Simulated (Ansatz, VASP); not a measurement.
## HfC in VASP and in Ansatz

INCAR

```
SYSTEM = HfC
PREC     = Accurate       ! precision mode
ENCUT    = 520            ! plane-wave cutoff, eV
EDIFF    = 1E-7           ! SCF threshold, eV
ISMEAR   = -1             ! smearing method
SIGMA    = 0.05           ! smearing width, eV
LREAL    = .FALSE.        ! projectors in reciprocal space
LASPH    = .TRUE.         ! aspherical terms in the spheres
NELM     = 100            ! most SCF steps
ALGO     = Normal         ! electronic algorithm
ISIF     = 2              ! what is computed and relaxed
LWAVE    = .FALSE.        ! write WAVECAR
LCHARG   = .FALSE.        ! write CHGCAR
GGA      = PE             ! functional
NBANDS   = 22             ! bands
```

The input KPOINTS:

```
regular mesh
0
G
  9 9 5
  0 0 0
```

File POSCAR:

```
HfC
1.0
    3.2746251489      0.0000000000      0.0000000000
   -1.6373125744      2.8359085668      0.0000000000
    0.0000000000      0.0000000000      5.0965063620
Hf C
2 2
Direct
    0.3333333333      0.6666666667      0.2500000000
    0.6666666667      0.3333333333      0.7500000000
    0.0000000000      0.0000000000      0.5000000000
    0.0000000000      0.0000000000      0.0000000000
```

The input input.yaml:

```yaml
crystal:
  lattice:
    - [3.2746251489, 0.0, 0.0]
    - [-1.6373125744, 2.8359085668, 0.0]
    - [0.0, 0.0, 5.096506362]
  atoms:
    - { symbol: Hf, position: [0.3333333333, 0.6666666667, 0.25] }
    - { symbol: Hf, position: [0.6666666667, 0.3333333333, 0.75] }
    - { symbol: C, position: [0.0, 0.0, 0.5] }
    - { symbol: C, position: [0.0, 0.0, 0.0] }
hamiltonian:
  xc: pbe
  pseudopotentials: { kind: paw }
kpoints:
  mp_grid: { grid: [9, 9, 5] }
scf:
  occupations: { method: fermi_dirac, width: 0.05 }
output:
  forces: true
  stress: true
  eigenvalues: true
  write_density: true
  write_potential: true
  elf: true
  volumetric_format: npy
```

Change from the starting cell: volume scaled by 0.94.

Alike in both runs: task single point; functional PBE; k mesh 9 × 9 × 5; occupations fermi-dirac, width 0.05 eV; no spin polarisation.

```csv
,VASP,Ansatz
version,VASP 6.6.1,Ansatz 0.2.0
potentials or method,"VASP PAW PBE potentials, release 64 (Hf_pv, C)",Ansatz PAW
plane-wave cutoff (eV),520,420
valence electrons in the cell,28,60
```

Ansatz gave:

| Item | Value |
| --- | --- |
| gap on the k mesh at the Fermi level (eV) | none |
| pressure (GPa) | 15.4 |
| largest component of the traceless stress (GPa) | 2.15 |

**Question.** Which values does VASP return?

**Answer.** gap on the k mesh at the Fermi level (eV): none; pressure (GPa): 14.8; largest component of the traceless stress (GPa): 2.19.

A gap of «none» marks a metal or a gap that the smearing closes. The functional is the same, so the differences come from potentials, cutoffs and numerics. The two sets of potentials don't hold the same shells in valence.

Spin-orbit coupling is left out, which matters for the levels of Hf.
